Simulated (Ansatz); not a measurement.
A surface is cut from this relaxed crystal of SnS₂:

```xyz
3
Lattice="3.6513 0.0000 0.0000 -1.8257 3.1621 0.0000 0.0000 0.0000 6.0589" Properties=species:S:1:pos:R:3 pbc="T T T"
Sn    0.0000    0.0000    0.0000
S     1.8257    1.0540    1.4738
S     0.0000    2.1081    4.5851
```

Miller indices refer to the conventional cell of P-3m1 (No. 164), a = 3.651 Å, b = 3.651 Å, c = 6.059 Å, α = 90.00°, β = 90.00°, γ = 120.00°. The bulk's gap is 1.41 eV.

The (111) slab of 21 planes, 11.8 Å thick with 15 Å of vacuum as cut; outer planes Sn (top) and S (bottom).

Computed with Ansatz 0.2.0, DFT PBEsol, scalar-relativistic, plane waves, PAW. Settings: cutoff 420 eV, Γ-centred mesh 5×4×1 on the computed 21-atom cell, Gaussian smearing of 0.05 eV; no spin polarisation. The cell repeats along c with a dipole correction in the vacuum.

With the atoms at the bulk's places:

For the slab as cut, the surface energy (mean of both faces) is 1.15 J/m² and the gap of the slab on the mesh is 6 meV. The dipole of the slab along +c, per cell is 0.22 e·Å.

Question: What changes when all atoms relax within this surface cell and its symmetry?

Answer: The energy falls by 0.689 J/m² a face, and the largest move is 2.05 Å.

* Surface energy (mean of both faces): 0.46 J/m²
* Gap of the slab on the mesh: 1.22 eV
* Bulk valence band top under the vacuum level: 6.19 eV (top), 6.29 eV (bottom)
* Bulk conduction band bottom under the vacuum level: 4.78 eV (top), 4.88 eV (bottom)
* Dipole of the slab along +c, per cell: 0.02 e·Å

```csv
plane (bottom to top),atoms,"spacing to next, bulk (Å)",relaxed (Å),change (%)
1,S,0.898,1.076,+19.9
2,S,0.425,0.634,+49.2
3,Sn,0.425,0.063,-85.3
4,S,0.898,0.928,+3.4
5,S,0.425,0.401,-5.7
6,Sn,0.425,0.561,+31.9
7,S,0.898,0.834,-7.1
8,S,0.425,0.458,+7.7
9,Sn,0.425,0.372,-12.6
10,S,0.898,0.931,+3.7
11,S,0.425,0.394,-7.3
12,Sn,0.425,0.451,+6.0
13,S,0.898,0.799,-11.0
14,S,0.425,0.553,+30.0
15,Sn,0.425,0.448,+5.5
16,S,0.898,0.945,+5.3
17,S,0.425,0.169,-60.2
18,Sn,0.425,0.494,+16.3
19,S,0.898,1.393,+55.2
20,S,0.425,0.170,-60.1
21,Sn,,,
```

An odd mesh misses points on the zone edge, so a gap read on it can be too wide. Gaps are read on the k points sampled, so a band crossing between them can be missed.